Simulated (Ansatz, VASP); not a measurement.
# GaNi in two plane-wave programs

Wanted: the spread between two codes on one cell, functional and k mesh.

Calculated with Ansatz 0.2.0; plane waves, with VASP 6.6.1 beside it; single point at PBEsol.

The database entry behind the starting cell differs from later determinations by our own check (about 0.2 % long), so it need not match the best structure at ambient conditions.

## Step 1: The structure

The structure is cubic, space group Pm-3m (No. 221). Conventional cell: a = 2.886 Å, b = 2.886 Å, c = 2.886 Å, α = 90.00°, β = 90.00°, γ = 90.00°. Ga has 8 Ni at 2.50 Å nearest. Nearest to Ni lie 8 Ga at 2.50 Å. Farther neighbours are not listed.

## Step 2: Ansatz: single point, PBEsol

Ansatz runs on its default PAW (the set named soft_2) files.

With cell and atoms fixed, the geometry can't cause a difference; cores, projectors, grids and the points listed under the comparison can.

Input file input.yaml:

```yaml
crystal:
  lattice:
    - [2.886, 0.0, 0.0]
    - [0.0, 2.886, 0.0]
    - [0.0, 0.0, 2.886]
  atoms:
    - { symbol: Ga, position: [0.0, 0.0, 0.0] }
    - { symbol: Ni, position: [0.5, 0.5, 0.5], spin: 1.0 }
hamiltonian:
  xc: pbesol
  pseudopotentials: { kind: paw }
magnetization:
  spin_polarized: true
kpoints:
  mp_grid: { grid: [8, 8, 8] }
scf:
  occupations: { method: gaussian, width: 0.05 }
  n_extra_bands: 6
output:
  forces: true
  stress: true
  eigenvalues: true
  write_density: true
  write_potential: true
  elf: true
  volumetric_format: npy
```

Launch:

```console
> ansatz run input.yaml --threads 2 --pin off --max-ram 4608MiB --backend cpu --events-out ev --progress --plain --runs-dir out
```

Numbers of over 12 decimals in the logs are rounded to 6 here.

The program printed:

```text
scf.n_extra_bands = 6 over 16 filled bands (N_el = 31.0): the run solves 22 bands
Engine: ansatz 0.2.0, aarch64-unknown-linux-gnu
Pseudopotentials: kind: paw
Pseudopotential: Ga, paw, valence charge 13, recommended cutoff 420 eV (normal), Ga.paw.azcp
Pseudopotential: Ni, paw, valence charge 18, recommended cutoff 420 eV (normal), Ni.paw.azcp
Functional definition: PBEsol
  exchange = pbesol_x
  correlation = pbesol_c
Crystal: 2 atoms, lattice volume = 24.037 Å³
Basis set: ecut = 420 eV, 461 PW (Γ), exchange–correlation on 40×40×40 points (8 copies of the dense FFT grid, shifted against one another)
Bands: 22, of which v1, the nominal top of the filled ones, is band 16 counted from 1 (15 counted from 0)
Symmetry: 48 space group operations
Space group: Pm-3m (ITA 221), of the structure as read, at distance tolerance 2.9e-5 Å
Magnetic group: BNS 221.92 (UNI 1594), of the structure as read, at distance tolerance 2.9e-5 Å
k-points: 35 of 512
Non-local potential: Ga, projectors of the file, l = 0: 2, l = 1: 2, l = 2: 3, l = 3: 1
Non-local potential: Ni, projectors of the file, l = 0: 3, l = 1: 2, l = 2: 3, l = 3: 1
PAW form: soft (Blöchl's): semilocal exchange-correlation on the pseudo side does not see the compensation charge
PAW frozen core: Ga, regenerated for the run's functional, and the local potential with it (the file was generated under x = pbe(κ = 0.804, μ = 0.219515), c = pbe(β = 0.066725))
PAW frozen core: Ni, regenerated for the run's functional, and the local potential with it (the file was generated under x = pbe(κ = 0.804, μ = 0.219515), c = pbe(β = 0.066725))
PAW one-centre angular grid: Ga, 590 points (default); XC on 64 Gauss nodes
PAW one-centre angular grid: Ni, 590 points (default); XC on 64 Gauss nodes
Initial density: superposition of atomic densities (chi_scale 0.1, normalization cell)
Starting moments: Σ|m| = 1 μB on 1 of 2 sites
Initial wavefunctions: pseudopotential atomic-orbital guess
Functional: x = pbesol(κ = 0.804, μ = 0.123457), c = pbesol(β = 0.046)
iter 1 solved again at ethr=1.43e-3 eV; its pass at ethr=3.10e-3 eV (dr2=4.44e-1 eV) is discarded
SCF iter   1: F=—  HF=-9547.374194 eV  |F-HF|=—  |Δ(HF+E_count)|=         —  Δρ=9.06e-2 (↑9.06e-2 ↓6.93e-2)  dr2=4.43e-1  dr2_m=1.32e0  M=0.148 μB ∫|m|=0.198 μB  β_m=0.30  ethr=1.43e-3  ⟨swp⟩=1.0  Hψ=8977  notcnv=0
Mixer restart at iter 1: flushing history
preconditioner: auto → none  [insulator: Δε(μ)=0.076 eV  Ē_g=16.440 eV  σ=0.050 eV  W_gap=0.72  n_scr=6 (ndim 8)  ℏωp=36.3 eV  f_vac=0.000  D(μ)=0.97/eV (n_scr^D=6)  ε∞_Penn≈5.9]
SCF iter   2: F=—  HF=-9547.630553 eV  |F-HF|=—  |Δ(HF+E_count)|=   2.56e-1  Δρ=7.78e-2 (↑3.82e-2 ↓7.78e-2)  dr2=4.75e-1  dr2_m=6.96e-1  M=0.144 μB ∫|m|=0.169 μB  β_m=0.55  ethr=1.43e-3  ⟨swp⟩=2.1  Hψ=2629  notcnv=0
SCF iter   3: F=—  HF=-9548.833843 eV  |F-HF|=—  |Δ(HF+E_count)|=    1.20e0  Δρ=5.27e-2 (↑5.27e-2 ↓1.07e-2)  dr2=3.31e-1  dr2_m=1.83e-1  M=0.124 μB ∫|m|=0.135 μB  β_m=0.58  ethr=1.43e-3  ⟨swp⟩=3.2  Hψ=3333  notcnv=0  defer=41
SCF iter   4: F=—  HF=-9548.986837 eV  |F-HF|=—  |Δ(HF+E_count)|=   1.53e-1  Δρ=2.59e-2 (↑9.92e-3 ↓2.59e-2)  dr2=2.22e-1  dr2_m=1.63e-2  M=0.078 μB ∫|m|=0.080 μB  β_m=0.51  ethr=1.07e-3  ⟨swp⟩=2.0  Hψ=3249  notcnv=0  defer=100
SCF iter   5: F=—  HF=-9548.996318 eV  |F-HF|=—  |Δ(HF+E_count)|=   9.48e-3  Δρ=9.73e-3 (↑2.76e-3 ↓9.73e-3)  dr2=2.61e-2  dr2_m=2.93e-3  M=0.062 μB ∫|m|=0.063 μB  β_m=0.69  ethr=7.15e-4  ⟨swp⟩=2.2  Hψ=2536  notcnv=0  defer=103
SCF iter   6: F=—  HF=-9548.997324 eV  |F-HF|=—  |Δ(HF+E_count)|=   1.01e-3  Δρ=1.89e-3 (↑1.89e-3 ↓8.57e-4)  dr2=1.18e-3  dr2_m=8.68e-5  M=0.037 μB ∫|m|=0.038 μB  β_m=0.85  ethr=8.43e-5  ⟨swp⟩=2.1  Hψ=2488  notcnv=0  defer=102
SCF iter   7: F=—  HF=-9548.997897 eV  |F-HF|=—  |Δ(HF+E_count)|=   5.73e-4  Δρ=1.98e-3 (↑1.98e-3 ↓2.92e-4)  dr2=6.49e-4  dr2_m=1.98e-4  M=0.028 μB ∫|m|=0.028 μB  β_m=0.92  ethr=3.82e-6  ⟨swp⟩=1.1  Hψ=1601  notcnv=0  defer=102
SCF iter   8: F=—  HF=-9548.997837 eV  |F-HF|=—  |Δ(HF+E_count)|=   5.96e-5  Δρ=8.81e-4 (↑8.81e-4 ↓5.31e-4)  dr2=3.50e-4  dr2_m=7.87e-6  M=0.016 μB ∫|m|=0.016 μB  β_m=0.91  ethr=2.09e-6  ⟨swp⟩=1.5  Hψ=1633  notcnv=0  defer=102
SCF iter   9: F=—  HF=-9548.997839 eV  |F-HF|=—  |Δ(HF+E_count)|=   1.65e-6  Δρ=3.28e-4 (↑3.28e-4 ↓1.26e-4)  dr2=3.49e-5  dr2_m=2.76e-6  M=0.010 μB ∫|m|=0.010 μB  β_m=0.96  ethr=1.13e-6  ⟨swp⟩=1.5  Hψ=1631  notcnv=0  defer=102
SCF iter  10: F=—  HF=-9548.997841 eV  |F-HF|=—  |Δ(HF+E_count)|=   2.18e-6  Δρ=1.10e-4 (↑1.10e-4 ↓1.90e-5)  dr2=1.92e-6  dr2_m=7.78e-7  M=0.004 μB ∫|m|=0.005 μB  β_m=0.98  ethr=1.12e-7  ⟨swp⟩=1.5  Hψ=1688  notcnv=0  defer=102
SCF iter  11: F=—  HF=-9548.997841 eV  |F-HF|=—  |Δ(HF+E_count)|=   1.33e-7  Δρ=4.02e-5 (↑4.02e-5 ↓3.97e-5)  dr2=1.23e-6  dr2_m=2.41e-9  M=-0.000 μB ∫|m|=0.000 μB  β_m=0.99  ethr=6.20e-9  ⟨swp⟩=1.9  Hψ=2126  notcnv=0  defer=102
SCF iter  12: F=—  HF=-9548.997841 eV  |F-HF|=—  |Δ(HF+E_count)|=   1.41e-7  Δρ=1.65e-5 (↑8.06e-6 ↓1.65e-5)  dr2=1.13e-7  dr2_m=3.98e-9  M=0.000 μB ∫|m|=0.000 μB  β_m=0.95  ethr=3.97e-9  ⟨swp⟩=1.5  Hψ=1676  notcnv=0  defer=102
SCF iter  13: F=—  HF=-9548.997841 eV  |F-HF|=—  |Δ(HF+E_count)|=   8.47e-9  Δρ=7.13e-6 (↑5.79e-6 ↓7.13e-6)  dr2=4.26e-10  dr2_m=9.17e-9  M=0.000 μB ∫|m|=0.000 μB  β_m=0.98  ethr=3.65e-10  ⟨swp⟩=1.9  Hψ=1748  notcnv=0  defer=102
SCF iter  14: F=-9548.997841 eV  HF=-9548.997841 eV  |F-HF|=3.41e-8  |Δ(HF+E_count)|=   5.50e-9  Δρ=1.38e-5 (↑1.38e-5 ↓2.07e-6)  dr2=3.48e-8  dr2_m=9.06e-9  M=-0.000 μB ∫|m|=0.000 μB  β_m=0.98  ethr=1.37e-12  ⟨swp⟩=2.7  Hψ=2880  notcnv=0  defer=102
SCF iter  15: F=-9548.997841 eV  HF=-9548.997841 eV  |F-HF|=1.47e-9  |Δ(HF+E_count)|=   5.70e-9  Δρ=8.34e-6 (↑8.34e-6 ↓6.53e-6)  dr2=8.62e-10  dr2_m=1.22e-8  M=-0.000 μB ∫|m|=0.000 μB  β_m=0.77  ethr=1.37e-12  ⟨swp⟩=2.5  Hψ=2697  notcnv=0  defer=102
SCF iter  16: F=-9548.997841 eV  HF=-9548.997841 eV  |F-HF|=8.19e-11  |Δ(HF+E_count)|=  8.17e-10  Δρ=4.68e-7 (↑4.68e-7 ↓2.09e-7)  dr2=8.17e-11  dr2_m=4.06e-12  M=0.000 μB ∫|m|=0.000 μB  β_m=0.68  ethr=1.37e-12  ⟨swp⟩=2.5  Hψ=2682  notcnv=0  defer=102
SCF iter  17: F=-9548.997841 eV  HF=-9548.997841 eV  |F-HF|=3.09e-11  |Δ(HF+E_count)|=  7.28e-12  Δρ=2.92e-7 (↑1.32e-7 ↓2.92e-7)  dr2=3.21e-11  dr2_m=1.48e-12  M=0.000 μB ∫|m|=0.000 μB  ethr=1.00e-12  ⟨swp⟩=8.2  Hψ=7939  notcnv=0
SCF 1 converged in 17 iterations: F = -9548.997841 eV  dr2 = 3.21e-11
  greatest PAW one-centre occupation: 1.001 electrons in one spin orbital (limit 2), on the Ni atom at site 1 (counted from 0), in its partial waves of l = 1
at 1 of the mixer's solves, the last at iteration 13, it left a direction of its history that read negative out of its fit and stepped the other way along it
WARN: the starting moments were not kept: the SCF closed with an absolute magnetisation of 1.4e-5 μB, where they sum to 1 μB in size (1 site). That is at most 0.1 of that sum. Measured as dr2_m measures the in/out step, that magnetisation stands 4.0e-10 eV from none, at or under the dr2_threshold of 1.0e-7 eV: it is no larger than a step whose dr2_m would equal this threshold. The system may hold no moment; this SCF  [...]
SCF converged after 17 iterations
Magnetization: 0.0000 μB (15.5000 up, 15.5000 down)
Absolute magnetization: 0.0000 μB (∫|ρ↑−ρ↓|, with the PAW one-centre terms)
Spin contamination: 0.0000 ħ² per cell (⟨S²⟩ above its minimum at these occupations)
Per-site moments (μB) at R_I (Å): [(8.485058993677875e-7, 1.030982), (1.2510385074959082e-5, 1.030982)]
Free energy (F): -9548.997841 eV
Harris-Foulkes:  -9548.997841 eV  (|F-HF|=3.09e-11)
Internal energy: -9548.994850 eV  (E = F + TS)
E sigma→0 (E₀):  -9548.996346 eV
Entropy (-TS):   -0.002991 eV (-1.496 meV/atom)
Fermi energy:    16.462998 eV
--- Per-component energies (eV) ---
  E_band       = -266.144074
  E_kinetic    = 403.720266
  E_local      = -5159.572839  (includes V_loc(G=0)·N_el)
  E_nonlocal   = 1068.087946
  E_hartree    = 2268.202165
  E_xc         = -154.152600
  E_vxc        = -169.057230  (∫ρ·V_xc dr)
  E_paw        = -3550.436063  (= ΣΔE_a)
  E_vpaw       = -945.726555  (= ΣTr[D̂ρ^β])
  E_aug_tail   = 0.000408  (compensation charges beyond the density's cutoff)
  E_ewald      = -4425.904401
  E_core_change = 1.060267  (= ΣΔE_core)
  E_smearing   = -0.002991  (= −TS)
  E_closure    = 0.000000  (closes the sum)
  Σ components = -9548.997841   (vs F -9548.997841, Δ=0.00e0)
--- Forces (eV/Å), atoms counted from 1 ---
  atom   1  Ga    -0.00000000     0.00000000     0.00000000
  atom   2  Ni     0.00000000    -0.00000000     0.00000000
  max |Σ_I F_I| component: 9.83e-29 eV/Å
--- Stress (GPa, compression-positive) ---
       -2.345770       0.000000       0.000000
        0.000000      -2.345770       0.000000
        0.000000       0.000000      -2.345770
  P = ⅓ Tr σ = -2.3458 GPa (-23.458 kbar)
--- Band table (eV; the first three rows and the last of 70) ---
  k-point 0 ↑: bands = [... 12 lower, 15.1426, 15.1426, 15.1426, 21.4407, 21.4407, 21.4407, 27.0737, 27.0737, ... 2 higher]
  k-point 1 ↑: bands = [... 12 lower, 14.9904, 14.9904, 15.1431, 19.4924, 21.9184, 21.9184, 27.1616, 27.7504, ... 2 higher]
  k-point 2 ↑: bands = [... 12 lower, 14.6694, 14.6694, 15.1444, 17.0151, 23.2120, 23.2120, 27.4231, 28.2052, ... 2 higher]
  k-point 34 ↓: bands = [... 12 lower, 15.6409, 15.6409, 17.0517, 19.9893, 19.9893, 19.9893, 20.6395, 20.6395, ... 2 higher]
```

Wall time 2.9 s (2 threads of Arm Neoverse V1, shared host); peak memory 0.32 GiB; 5.4 s of CPU time.

The run ends at a pressure of -2.35 GPa.

## Step 3: VASP: single point, PBEsol

The same cell, functional, mesh and smearing now go to VASP, with its own data sets and cutoff.

Lines of VASP's logs that name or quote its potential files are left out, and so is its time.

Input file INCAR:

```
SYSTEM = GaNi
PREC = Accurate
ENCUT = 400
EDIFF = 1E-05
NELM = 100
ISMEAR = 0
SIGMA = 0.05
LREAL = .FALSE.
ALGO = Normal
GGA = PS
NBANDS = 19
ISPIN = 2
MAGMOM = 0 1
LASPH = .TRUE.
LMAXMIX = 4
LORBIT = 11
LWAVE = .FALSE.
LCHARG = .FALSE.
KPAR = 4
```

Input file POSCAR:

```
GaNi
1.0
    2.8860000000      0.0000000000      0.0000000000
    0.0000000000      2.8860000000      0.0000000000
    0.0000000000      0.0000000000      2.8860000000
Ga Ni
1 1
Direct
    0.0000000000      0.0000000000      0.0000000000
    0.5000000000      0.5000000000      0.5000000000
```

Input file KPOINTS:

```
Automatic mesh
0
Gamma
8 8 8
0 0 0
```

Potentials, in the order of the species: Ga_d and Ni (PBE family, release 64).

Launch:

```console
> mpirun -np 4 vasp_std
```

The program printed:

```text
[banner, memory and clock lines left out]
running    4 mpi-ranks, on    1 nodes
 distrk:  each k-point on    1 cores,    4 groups
 distr:  one band on    1 cores,    1 groups

 POSCAR found type information on POSCAR GaNi
 POSCAR found :  2 types and       2 ions
|                                                                             |
|               ----> ADVICE to this user running VASP <----                  |
|                                                                             |
|     You enforced a specific xc type in the INCAR file but a different       |
|     [... a line on the potential file left out ...]
|     I HOPE YOU KNOW WHAT YOU ARE DOING!                                     |
|                                                                             |

 LDA part: xc-table for (Slater+PW92), standard interpolation
 POSCAR, INCAR and KPOINTS ok, starting setup
 FFT: planning ... GRIDC
 FFT: planning ... GRID_SOFT
 FFT: planning ... GRID
 WAVECAR not read
 entering main loop
       N       E                     dE             d eps       ncg     rms          rms(c)
DAV:   1     0.898077179614E+02    0.89808E+02   -0.10034E+04  3047   0.194E+03
DAV:   2    -0.593458781196E+01   -0.95742E+02   -0.91881E+02  2684   0.279E+02
DAV:   3    -0.112683648516E+02   -0.53338E+01   -0.52829E+01  2910   0.675E+01
DAV:   4    -0.113350243885E+02   -0.66660E-01   -0.66628E-01  3148   0.768E+00
DAV:   5    -0.113367063875E+02   -0.16820E-02   -0.16819E-02  3214   0.112E+00    0.107E+01
DAV:   6    -0.125067354468E+02   -0.11700E+01   -0.22476E+01  2981   0.602E+01    0.130E+01
DAV:   7    -0.103478449873E+02    0.21589E+01   -0.67941E+00  2948   0.420E+01    0.132E+00
DAV:   8    -0.103402328254E+02    0.76122E-02   -0.21625E-01  3696   0.493E+00    0.102E+00
DAV:   9    -0.103277820941E+02    0.12451E-01   -0.36000E-02  3323   0.234E+00    0.247E-01
DAV:  10    -0.103273206033E+02    0.46149E-03   -0.88164E-04  3498   0.322E-01    0.901E-02
DAV:  11    -0.103272088861E+02    0.11172E-03   -0.14182E-04  3373   0.183E-01    0.435E-02
DAV:  12    -0.103272062576E+02    0.26285E-05   -0.11810E-05  2481   0.392E-02
   1 F= -.10327206E+02 E0= -.10325753E+02  d E =-.290558E-02  mag=     0.0005
```

From OUTCAR (step 3):

```text
ion  position               nearest neighbor table
   1  0.000  0.000  0.000-   2 2.50   2 2.50   2 2.50   2 2.50   2 2.50   2 2.50   2 2.50   2 2.50

  LATTYP: Found a simple cubic cell.
 ALAT       =     2.8860000000

 Subroutine GETGRP returns: Found 48 space group operations
 (whereof 48 operations were pure point group operations)

The static configuration has the point symmetry O_h .

 Found     35 irreducible k-points:

   k-points           NKPTS =     35   k-points in BZ     NKDIM =     35   number of bands    NBANDS=     19

   dimension x,y,z NGX =    20 NGY =   20 NGZ =   20
   dimension x,y,z NGXF=    40 NGYF=   40 NGZF=   40

   ENCUT  =  400.0 eV  29.40 Ry    5.42 a.u.   4.71  4.71  4.71*2*pi/ulx,y,z

   NELECT =      23.0000    total number of electrons

 k-points in reciprocal lattice and weights: Automatic mesh
   0.00000000  0.00000000  0.00000000       0.002
   0.12500000  0.00000000  0.00000000       0.012
   0.25000000  0.00000000  0.00000000       0.012
   0.37500000  0.00000000  0.00000000       0.012
   0.50000000  0.00000000  0.00000000       0.006
   0.12500000  0.12500000  0.00000000       0.023
   0.25000000  0.12500000  0.00000000       0.047
   0.37500000  0.12500000  0.00000000       0.047
   0.50000000  0.12500000  0.00000000       0.023
[...]
0.50000000  0.50000000  0.37500000       0.012
   0.50000000  0.50000000  0.50000000       0.002

 average (electrostatic) potential at core
       1 -60.9608       2 -81.8517

 E-fermi :   9.2266

 spin component 1
 k-point     1 :       0.0000    0.0000    0.0000
  band No.  band energies     occupation
    ...
      7       6.4115      1.00000
      8       6.4115      1.00000
      9       7.9027      1.00000
     10       7.9027      1.00000
     11       7.9027      1.00000
     12      14.2291      0.00000
     13      14.2291      0.00000
     14      14.2291      0.00000
     15      19.9084      0.00000
     16      19.9084      0.00000
    ...

 k-point     2 :       0.1250    0.0000    0.0000
  band No.  band energies     occupation
    ...
      7       6.3559      1.00000
      8       6.4384      1.00000
      9       7.7522      1.00000
     10       7.7522      1.00000
     11       7.9034      1.00000
     12      12.2763      0.00000
     13      14.7056      0.00000
     14      14.7056      0.00000
     15      19.9997      0.00000
     16      20.5741      0.00000
    ...

 k-point     3 :       0.2500    0.0000    0.0000
  band No.  band energies     occupation
    ...
      7       5.8120      1.00000
      8       6.5047      1.00000
      9       7.4343      1.00000
     10       7.4343      1.00000
     11       7.9047      1.00000
     12       9.7881      0.00000
     13      15.9980      0.00000
     14      15.9980      0.00000
     15      20.2721      0.00000
     16      21.0209      0.00000
    ...

 k-point     4 :       0.3750    0.0000    0.0000
  band No.  band energies     occupation
    ...
      8       6.5732      1.00000
      9       7.1622      1.00000
     10       7.1622      1.00000
     11       7.9060      1.00000
     12       8.8169      1.00000
     13      17.8586      0.00000
     14      17.8586      0.00000
     15      20.6750      0.00000
     16      21.7844      0.00000
     17      23.4871      0.00000
    ...

 k-point     5 :       0.5000    0.0000    0.0000
  band No.  band energies     occupation
    ...
      8       6.6023      1.00000
      9       7.0598      1.00000
     10       7.0598      1.00000
     11       7.9067      1.00000
     12       8.6906      1.00000
     13      19.5061      0.00000
     14      19.5061      0.00000
     15      20.9227      0.00000
     16      21.4112      0.00000
     17      21.4112      0.00000
    ...

 k-point     6 :       0.1250    0.1250    0.0000
  band No.  band energies     occupation
    ...
      7       6.3807      1.00000
      8       6.4190      1.00000
      9       7.5774      1.00000
     10       7.6948      1.00000
     11       7.8407      1.00000
     12      12.5187      0.00000
     13      12.8470      0.00000
     14      15.1471      0.00000
     15      20.3585      0.00000
     16      22.5711      0.00000
    ...

  Total       -0.3439718     -0.3439718     -0.3439718      0.0000000     -0.0000000      0.0000000
  in kB      -22.9268512    -22.9268512    -22.9268512      0.0000000     -0.0000000      0.0000000
  external PRESSURE =     -22.9268512 kB  Pullay stress =       0.0000000 kB

  energy-cutoff  :      400.00
  volume of cell :       24.04
      direct lattice vectors                 reciprocal lattice vectors
     2.886000000  0.000000000  0.000000000     0.346500347  0.000000000  0.000000000
     0.000000000  2.886000000  0.000000000     0.000000000  0.346500347  0.000000000
     0.000000000  0.000000000  2.886000000     0.000000000  0.000000000  0.346500347

 POSITION                                       TOTAL-FORCE (eV/Angst)
 -----------------------------------------------------------------------------------
      0.00000      0.00000      0.00000         0.000000      0.000000      0.000000
      1.44300      1.44300      1.44300         0.000000      0.000000      0.000000
 -----------------------------------------------------------------------------------
    total drift:                               -0.000000      0.000000      0.000000

  FREE ENERGIE OF THE ION-ELECTRON SYSTEM (eV)
  ---------------------------------------------------
  free  energy   TOTEN  =       -10.3272062576 eV

  energy  without entropy=      -10.3243006753  energy(sigma->0) =      -10.32575347

 total charge
# of ion       s       p       d       tot
------------------------------------------
    1        0.839   0.873  10.039  11.751
    2        0.436   0.478   8.499   9.413
--------------------------------------------------
tot          1.275   1.351  18.537  21.163

 magnetization (x)
# of ion       s       p       d       tot
------------------------------------------
    1       -0.000   0.000   0.000   0.000
    2        0.000   0.000  -0.000  -0.000
--------------------------------------------------
tot          0.000   0.000  -0.000  -0.000

[... 6 further parts left out ...]
```

The moments of VASP's start collapse, so its state is non-magnetic.

## Step 4: Differences

Known differences besides the potentials themselves: the data sets hold 31 valence electrons in Ansatz (default PAW (the set named soft_2) files) and 23 in VASP; the cutoff is 420 eV in Ansatz and 400 eV in VASP; Ansatz makes its cores anew for this functional, VASP keeps those of its PBE data sets. Total energies have different zeros and are not compared.

Compared:

```csv
quantity,Ansatz,VASP,difference
pressure (GPa),-2.35,-2.29,-0.05
pressure without Ansatz's Pulay correction (GPa),-2.42,-2.29,-0.13
```

Ansatz's pressure holds a Pulay correction of 0.08 GPa; VASP's holds none.

## Step 5: Results

| Property | Result |
| --- | --- |
| difference in pressure (single point, PBEsol) | -0.053 GPa |

In words: The difference in pressure is -0.053 GPa (single point, PBEsol), within the 1 GPa picked in this series as the mark of a large difference. How closely two codes agree says nothing of how well the functional describes the real material.

[Lines on the potential files, build, host, timing and source positions are cut from VASP's logs without a mark.]

[Logs are printed without paths, hosts, clocks, repeated set-up lines and the standing remarks that a program may print on its own settings, such as how far it seeks lower states.]

[Hosts, paths, dates, database ids (printed as entryN), source tags and the programs' standing remarks are cut or masked in the printed files.]
